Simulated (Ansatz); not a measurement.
MgB2 under changes of volume

One of the cells (9.679 Å³/atom); the others are scaled copies at fixed shape and fractional positions:

```
Mg B
1.0
     3.08500    0.00000    0.00000
    -1.54250    2.67169    0.00000
     0.00000    0.00000    3.52300
Mg B
1 2
Direct
  0.00000 0.00000 0.00000
  0.66667 0.33333 0.50000
  0.33333 0.66667 0.50000
```

| Item | Value |
| --- | --- |
| Program | Ansatz 0.2.0 |
| Functional | PBEsol |
| Dispersion | D3(BJ) |
| Potentials or basis | Ansatz PAW |
| Cutoff | 420 eV (not typed: the program's choice for these potentials) |
| k mesh | 10 × 10 × 8 |
| Occupations | fermi-dirac, width 0.05 eV |
| Spin | no spin polarisation |

```csv
volume (Å³/atom),energy over the lowest point (meV/atom),pressure (GPa)
9.098,?,?
9.292,0.00,-1.0
9.485,3.06,-4.1
9.679,9.75,-7.0
9.873,19.76,-9.6
10.066,32.77,-12.0
10.260,48.53,-14.1
```

**Question.** What does the run at 9.098 Å³/atom give?

**Answer.** Energy over the lowest point 0.93 meV/atom; pressure 2.5 GPa.

Worked out: A Birch-Murnaghan fit of order 3 (a polynomial in V^(-2/3)) to the other rows has its minimum at 9.24 Å³/atom, just outside them, with B0 = V·E''(V) = 162 GPa and B' = 3.5 at fixed shape and positions, which overstates the stiffness. It gives 0.94 meV/atom at 9.098 Å³/atom, against the run's 0.93, and -dE/dV = 2.5 GPa, against 2.5.

Energies are extrapolated to zero smearing.

Caveats: pairwise dispersion overbinds metals, which lowers pressure and volume; the PAW data sets come from PBE, with cores solved anew for the run's functional, which leaves a small shift of forces and pressure.
